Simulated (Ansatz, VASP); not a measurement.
Two plane-wave programs on Na3H

File INCAR:

```
ALGO = Normal
EDIFF = 1E-7
EDIFFG = -0.01
ENCUT = 600
GGA = PE
IBRION = 2
ISIF = 3
ISMEAR = 0
LASPH = True
LCHARG = False
LREAL = False
LWAVE = False
NELM = 100
NSW = 100
PREC = Accurate
SIGMA = 0.1
```

Contents of KPOINTS:

```
k-points
0
Gamma
  10 10 10
```

The input POSCAR:

```
Na3H
1.0
    4.7764800330      0.0000000000      0.0000000000
    0.0000000000      4.7764800330      0.0000000000
    0.0000000000      0.0000000000      4.6444718859
Na H
3 1
Direct
    0.0000000000      0.5000000000      0.5000000000
    0.5000000000      0.0000000000      0.5000000000
    0.5000000000      0.5000000000      0.0000000000
    0.0000000000      0.0000000000      0.0000000000
```

Input for Ansatz:

```yaml
crystal:
  lattice:
    - [4.776480033, 0.0, 0.0]
    - [0.0, 4.776480033, 0.0]
    - [0.0, 0.0, 4.6444718859]
  atoms:
    - { symbol: Na, position: [0.0, 0.5, 0.5] }
    - { symbol: Na, position: [0.5, 0.0, 0.5] }
    - { symbol: Na, position: [0.5, 0.5, 0.0] }
    - { symbol: H, position: [0.0, 0.0, 0.0] }
basis:
  ecutwfc: 420
kpoints:
  mp_grid: { grid: [10, 10, 10] }
hamiltonian:
  xc: pbe
scf:
  occupations: { method: gaussian, width: 0.1 }
output:
  forces: true
  stress: true
  eigenvalues: true
  write_density: true
  write_potential: true
  elf: true
  volumetric_format: npy
relax:
  adjacent_minimum: "off"
  f_tol: 0.01
  max_steps: 80
  cell: { stress_tol: 0.05 }
```

Change from the starting cell: species swapped into the Cu3Pd type (P4/mmm, No. 123).

Alike in both runs: task relaxation of cell and atoms; functional PBE; k mesh 10 × 10 × 10; occupations gaussian, width 0.1 eV; no spin polarisation.

```csv
,VASP,Ansatz
version,VASP 6.6.1,Ansatz 0.2.0
potentials or method,"VASP PAW PBE potentials, release 64 (Na_pv, H)","scalar-relativistic, plane waves, PAW"
plane-wave cutoff (eV),600,420
valence electrons in the cell,22,28
```

VASP gave:

- gap on the k mesh at the Fermi level, each at its own relaxed structure (eV): none
- relaxed volume (Å³/atom): 26.32
- relaxed cell length with the largest relative difference (Å): 4.639

**Question.** What did Ansatz give for the same quantities?

**Answer.** gap on the k mesh at the Fermi level, each at its own relaxed structure (eV): none; relaxed volume (Å³/atom): 26.28; relaxed cell length with the largest relative difference (Å): 4.717.

A gap of «none» marks a metal or a gap that the smearing closes. The two sets of potentials don't hold the same shells in valence.
